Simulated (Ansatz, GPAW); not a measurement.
# Ballistic transport through pyrimidine-2,5-dithiol between two Al chains, from relaxation to T(E), part 4 of 4

How well does pyrimidine-2,5-dithiol between two Al chains conduct once its atoms have relaxed, and how much do cheaper levels lose?

GPAW 26.7.0 and Ansatz 0.2.0; Ansatz plane waves; relaxation of the junction with the lead ends held (the session's first sound run).

So far, transmission at the Fermi level (one spin): step 3 (plane-wave reference (PBE)) 0.0263; step 5 (GPAW, szp: basis = "szp(dzp)", PBE, GPAW) 0.0553; step 6 (GPAW, sz: basis = "sz(dzp)", PBE, GPAW) 0.0804; step 7 (LDA in the dzp basis: xc = "LDA") 0.0357; step 8 (the structure as built: geometry = "as built", PBE, GPAW) 0.212. Also open channels of the lead at the Fermi level (one spin): 2 in steps 3, 4, 5, 7 and 8.

**10. Comparison**

The curves are compared point by point over the common energies.

This step: comparison of transmission and cost over codes, levels and geometry (GPAW 26.7.0).

Ladder, by row:

| step | code | T at the Fermi level (sum over the listed spins) | conductance (G0) | r.m.s. T(E) from the first | wall time (s) | peak memory (GiB) | threads |
| --- | --- | --- | --- | --- | --- | --- | --- |
| pw-pbe | Ansatz | 0.02634 | 0.02703 | 0 | 16009 | 6.643 | 4 |
| dzp | GPAW | 0.02845 | 0.02902 | 0.09942 | 283.6 | 2.52 | 1 |
| szp | GPAW | 0.05528 | 0.05808 | 0.2086 | 262.9 | 2.48 | 1 |
| sz | GPAW | 0.08042 | 0.08541 | 0.2408 | 171.5 | 2.29 | 1 |
| dzp-LDA | GPAW | 0.03566 | 0.03648 | 0.05316 | 264.8 | 2.52 | 1 |
| asbuilt | GPAW | 0.2119 | 0.2118 | 0.3089 | 307.4 | 2.52 | 1 |

The transmission, zone mean, sum over the listed spins by energy, zero at the Fermi level:

| energy (eV) | pw-pbe | dzp | szp | sz | dzp-LDA | asbuilt |
| --- | --- | --- | --- | --- | --- | --- |
| -2.000 | 0.0334 | 0.0336 | 0.0186 | 0.0195 | 0.0297 | 0.0370 |
| -1.800 | 0.0712 | 0.0626 | 0.0476 | 0.0892 | 0.0613 | 0.258 |
| -1.600 | 0.0237 | 0.0250 | 0.0118 | 4.7e-12 | 0.0232 | 8.1e-4 |
| -1.400 | 0.00816 | 0.00787 | 0.00182 | 1.4e-12 | 0.00939 | 2.8e-6 |
| -1.200 | 0 | 6.8e-11 | 1.2e-11 | 4.3e-13 | 1.0e-10 | 2.5e-13 |
| -1.000 | 0 | 4.6e-12 | 2.4e-12 | 4.2e-13 | 5.9e-12 | 5.9e-14 |
| -0.800 | 0 | 6.2e-12 | 5.2e-12 | 2.5e-12 | 7.8e-12 | 4.8e-14 |
| -0.600 | 0 | 4.0e-10 | 4.8e-10 | 1.6e-10 | 5.6e-10 | 9.3e-14 |
| -0.400 | 0 | 1.0e-9 | 4.7e-11 | 4.6e-9 | 9.3e-10 | 4.0e-9 |
| -0.200 | 0.00838 | 0.00895 | 0.0123 | 0.0183 | 0.0105 | 0.207 |
| 0.000 | 0.0263 | 0.0285 | 0.0553 | 0.0804 | 0.0357 | 0.212 |
| 0.200 | 0.0762 | 0.0746 | 0.250 | 0.397 | 0.100 | 0.0597 |
| 0.300 | 0.152 | 0.137 | 0.634 | 0.648 | 0.194 | 0.0393 |
| 0.325 | 0.185 | 0.162 | 0.711 | 0.586 | 0.235 | 0.0366 |
| 0.400 | 0.349 | 0.285 | 0.532 | 0.321 | 0.427 | 0.0317 |
| 0.550 | 0.789 | 0.716 | 0.166 | 0.111 | 0.762 | 0.0295 |
| 0.575 | 0.766 | 0.745 | 0.144 | 0.0979 | 0.718 | 0.0296 |
| 0.600 | 0.715 | 0.743 | 0.127 | 0.0875 | 0.658 | 0.0298 |
| 0.800 | 0.302 | 0.374 | 0.0900 | 0.0726 | 0.291 | 0.0335 |
| 1.000 | 0.182 | 0.217 | 0.102 | 0.0793 | 0.198 | 0.0424 |
| 1.200 | 0.145 | 0.149 | 0.213 | 0.225 | 0.154 | 0.0509 |
| 1.400 | 0.344 | 0.191 | 0.845 | 0.926 | 0.259 | 0.0608 |
| 1.450 | 0.504 | 0.244 | 1.01 | 1.01 | 0.352 | 0.0645 |
| 1.500 | 0.719 | 0.333 | 1.04 | 0.972 | 0.498 | 0.0706 |
| 1.600 | 1.03 | 0.658 | 0.887 | 0.773 | 0.894 | 0.119 |
| 1.625 | 1.04 | 0.759 | 0.843 | 0.729 | 0.973 | 0.164 |
| 1.775 | 0.945 | 1.06 | 0.686 | 0.574 | 1.03 | 0.555 |
| 1.800 | 0.929 | 1.06 | 0.675 | 0.563 | 1.01 | 0.437 |
| 2.000 | 0.822 | 0.955 | 0.647 | 0.549 | 0.905 | 0.282 |

**11. Density threshold 0.01**

The Hamiltonian is taken from the last density. The density threshold is one of the tests that end the cycle; the energy must settle too, so a loose value may not be the test that decides.

This step: GPAW LCAO, PAW setups; Landauer transmission from Green's functions with principal layers (ASE), zero bias (GPAW 26.7.0).

The input, run.py:

```python
import json
import numpy as np
from ase import Atoms
from ase.transport.calculators import TransportCalculator
from gpaw import GPAW, FermiDirac
from gpaw.lcao.tools import get_lcao_hamiltonian
from scipy.linalg import eigh

# The junction with lead layers at both ends, along the third cell vector
device = Atoms(
    ['Al', 'Al', 'Al', 'Al', 'Al', 'Al', 'Al', 'S', 'C', 'N', 'N', 'C', 'C', 'H', 'H', 'C', 'S', 'Al', 'Al', 'Al', 'Al', 'Al', 'Al', 'Al'],
    positions=[
        [7.20726, 4.50000, 1.20000],
        [7.20726, 4.50000, 3.60000],
        [7.20726, 4.50000, 6.00000],
        [7.20726, 4.50000, 8.40000],
        [7.20726, 4.50000, 10.80000],
        [7.46848, 3.35995, 13.15350],
        [6.69003, 4.57845, 15.40752],
        [4.50464, 4.30161, 16.11270],
        [5.35987, 4.45124, 17.62830],
        [6.72926, 4.46106, 17.47366],
        [4.74775, 4.58209, 18.80415],
        [7.49800, 4.57028, 18.58212],
        [5.51708, 4.71055, 19.88745],
        [8.57944, 4.56840, 18.43555],
        [4.99174, 4.84663, 20.83850],
        [6.93091, 4.69277, 19.86074],
        [7.95552, 4.92372, 21.29328],
        [6.73934, 4.23977, 23.17086],
        [7.91585, 4.76632, 25.63709],
        [7.20726, 4.50000, 28.19193],
        [7.20726, 4.50000, 30.59193],
        [7.20726, 4.50000, 32.99193],
        [7.20726, 4.50000, 35.39193],
        [7.20726, 4.50000, 37.79193]],
    cell=[[14.41452, 0.0, 0.0], [0.0, 9.0, 0.0], [0.0, 0.0, 38.99193]],
    pbc=True)

# One principal layer of the lead: the first 4 atoms of the device
lead = Atoms(
    ['Al', 'Al', 'Al', 'Al'],
    positions=[
        [7.20726, 4.50000, 1.20000],
        [7.20726, 4.50000, 3.60000],
        [7.20726, 4.50000, 6.00000],
        [7.20726, 4.50000, 8.40000]],
    cell=[[14.41452, 0.0, 0.0], [0.0, 9.0, 0.0], [0.0, 0.0, 9.6]],
    pbc=True)

settings = dict(mode='lcao', basis='dzp', xc='PBE', h=0.18,
                occupations=FermiDirac(0.1), maxiter=250,
                mixer=dict(beta=0.1, nmaxold=8, weight=100.0),
                convergence=dict(density=0.01))
energies = np.arange(-2, 2 + 1e-9, 0.025)
eta = 0.0001
n1, n2 = 1, 1
# k and -k transmit alike, so half of the mesh across the current serves
mesh = [(i, j) for i in range(n1) for j in range(n2) if (i, j) <= (-i % n1, -j % n2)]
weights = np.array([1 if (i, j) == (-i % n1, -j % n2) else 2 for i, j in mesh]) / (n1 * n2)

# [... helper functions left out ...]
fermi_lead = ground_state(lead, (1, 1, 12), 'lead.txt')
fermi_device = ground_state(device, (1, 1, 2), 'device.txt')
# [... loop over the mesh left out, but for ...]
        # Shift the lead onto the potential of the device's first layer
        shift = ((H[:, 0, 0] - H0[:, 0, 0]) / S0[0, 0]).real.mean()
# [...]
kT = 8.617333e-5 * 300
bias = [0.1, 0.2, 0.5, 1.0, 1.5, 2.0]
# [... integrals and printing left out ...]
```

Launch:

```bash
OMP_NUM_THREADS=1 OPENBLAS_NUM_THREADS=1 python run.py
```

The log of the run:

```text
basis functions: device 296, principal layer 52
Fermi level: lead -3.5237 eV, device -3.2628 eV; lead shifted by -0.0109 eV
largest coupling past the next layer 1.57e-15 eV, largest misfit of the first layer 0.063 eV
  E-E_F (eV)   T (one spin)  channels
    -2.000    3.2554e-02    1.0000
    -1.975    3.6411e-02    1.0000
    -1.950    4.0392e-02    1.0000
    -1.925    4.4436e-02    1.0000
    -1.900    4.8486e-02    1.0000
    -1.875    5.2498e-02    1.0000
    -1.850    5.6465e-02    1.0000
    -1.825    6.0436e-02    1.0000
    -1.800    6.4562e-02    1.0000
    -1.775    6.9126e-02    1.0000
    -1.750    7.4319e-02    1.0000
    -1.725    7.6096e-02    1.0000
    -1.700    3.1452e-02    1.0000
    -1.675    2.3381e-03    1.0000
    -1.650    1.7549e-02    1.0000
    -1.625    2.5464e-02    1.0000
[...]
1.825    1.0463e+00    3.0000
     1.850    1.0327e+00    3.0000
     1.875    1.0184e+00    3.0000
     1.900    1.0045e+00    3.0000
     1.925    9.9140e-01    3.0000
     1.950    9.7922e-01    3.0000
     1.975    9.6774e-01    3.0000
     2.000    9.5662e-01    3.0000
conductance at 300 K: 0.02934 G0 a cell; thermopower -35.57 uV/K
current from the zero-bias T(E) at 0.1 V: 0.22889 uA
current from the zero-bias T(E) at 0.2 V: 0.46777 uA
current from the zero-bias T(E) at 0.5 V: 1.4133 uA
current from the zero-bias T(E) at 1.0 V: 6.936 uA
current from the zero-bias T(E) at 1.5 V: 18.92 uA
current from the zero-bias T(E) at 2.0 V: 24.902 uA
```

The job ended after 3.2 min (1 thread of Arm Neoverse N1, shared host; peak memory 2.5 GiB).

The run finished with changed settings (conv = 0.01); it serves as a test.

The two runs compared:

| quantity | this run | sound run | difference |
| --- | --- | --- | --- |
| conductance (G₀) | 0.029340 | 0.029019 | 3.2e-4 |
| thermopower (μV/K) | -35.568 | -36.408 | 0.841 |
| largest coupling past the next principal layer (eV) | 1.570e-15 | 1.110e-15 | 4.6e-16 |
| largest misfit of the first principal layer (eV) | 0.062731 | 0.041752 | 0.0210 |
| shift that aligns the lead (eV) | -0.010894 | 0.012626 | -0.0235 |
| transmission at the Fermi level (one spin) | 0.028852 | 0.028455 | 4.0e-4 |

**12. Summary of results**

| Property | Result |
| --- | --- |
| conductance | 0.0290 G₀ |
| transmission at the Fermi level, mean of the spins | 0.0285 |
| thermopower | -36.4 μV/K |
| open channels of the lead there | 2 |

What this shows: In the dzp basis the junction conducts 0.0290 G₀ at 300 K, with T = 0.0285 a spin at the Fermi level; no smaller basis tried comes within 10 % of that conductance. Relaxation moved atoms by up to 2.8 Å and took the conductance from 0.212 to 0.0290 G₀, as a ratio a larger change than the step from dzp to the minimal basis. Plane waves (PBE) give T = 0.0263 there. The scatterer reflects about 99 % of the incoming channels at the Fermi level. The negative thermopower says that the thermally weighted transmission is larger above the Fermi level, as for electron-like transport. Measured against the first run (pw-pbe), the nearest curve is that of dzp-LDA (r.m.s. 0.053) and the farthest that of asbuilt (0.31). Over the compared runs wall time goes from 171 s (sz) to 16009 s (pw-pbe), on a shared host; the plane-wave run used 4 threads and the orbital runs 1. Moves of this size go well beyond a change of bond lengths: the free chain atoms or the scatterer took up a new arrangement, and the name in the title describes the start. The leads kept an estimated spacing and the cell its length, so the junction may be under some tension or compression. Semilocal functionals put molecular levels too near the Fermi level, so such conductances usually come out too high, and chain electrodes have a sharper density of states than real ones. Energies count from the junction cell's Fermi level; in the run with T = 0.0285 there, the aligned lead's own level lies at 0.013 eV, where T interpolates to 0.0302; the finite cell leaves the answer open by at least that much. An evenly spaced straight chain is an idealisation: free chains tend to dimerise, zigzag or, where a band edge lies near the Fermi level, turn magnetic. The currents use the zero-bias T(E) throughout, which holds only while the bias is small against the distance to the nearest feature.

[Logs are printed without paths, hosts, clocks, repeated set-up lines and the standing remarks that a program may print on its own settings, such as how far it seeks lower states.]

[Hosts, paths, dates, database ids (printed as entryN), source tags and the programs' standing remarks are cut or masked in the printed files.]
